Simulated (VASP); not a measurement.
Input of a VASP 6.6.1 run:

File INCAR:

```
PREC = Accurate
ENCUT = 520
EDIFF = 1E-7
ISMEAR = 0
SIGMA = 0.1
LREAL = F
LASPH = T
NELM = 100
ALGO = Normal
ISIF = 3
LWAVE = F
LCHARG = F
GGA = PS
IBRION = 2
NSW = 80
EDIFFG = -0.002
PSTRESS = 120.0
```

Contents of KPOINTS:

```
regular mesh
0
Gamma
  4 4 4
```

File POSCAR:

```
AlN                                     
1.0
    0.0000000000      1.9784441498      1.9784441498
    1.9784441498      0.0000000000      1.9784441498
    1.9784441498      1.9784441498      0.0000000000
  Al              N             
     1     1
Direct
     0.5000000000000000    0.5000000000000000    0.5000000000000000
     0.0000000000000000    0.0000000000000000    0.0000000000000000
```

Potentials or basis: VASP PAW PBE potentials, release 64 (Al, N).

Run with:

```console
$ cat potpaw_PBE.64/Al/POTCAR potpaw_PBE.64/N/POTCAR > POTCAR
$ mpirun -np 1 vasp_std > vasp.out
```

**Question.** Estimate the band gap on the k mesh.

**Answer.** 4.89 eV, indirect (least direct gap 6.24 eV).

**Question.** What does it give for the relaxed cell?

**Answer.** a = 2.821 Å, b = 2.821 Å, c = 2.821 Å, α = 60.00°, β = 60.00°, γ = 60.00°.

**Question.** What does it give for the space group after relaxing (to 0.05 Å)?

**Answer.** Fm-3m (No. 225).

**Question.** Estimate the relaxed volume.

**Answer.** 7.94 Å³/atom.

Final structure:
```yaml
crystal:
  lattice:
    - [0.00000, 1.99474, 1.99474]
    - [1.99474, 0.00000, 1.99474]
    - [1.99474, 1.99474, 0.00000]
  atoms:
    - { symbol: Al, position: [0.50000, 0.50000, 0.50000] }
    - { symbol: N, position: [0.00000, 0.00000, 0.00000] }
```

Caveat: the k mesh is coarse (spacing up to 0.69 Å⁻¹), so the values aren't converged; the cell is relaxed towards a set pressure, so the enthalpy falls and the energy may rise; the PAW data sets were made with another functional, which shifts forces and pressure a little. A k mesh can miss the band edges.
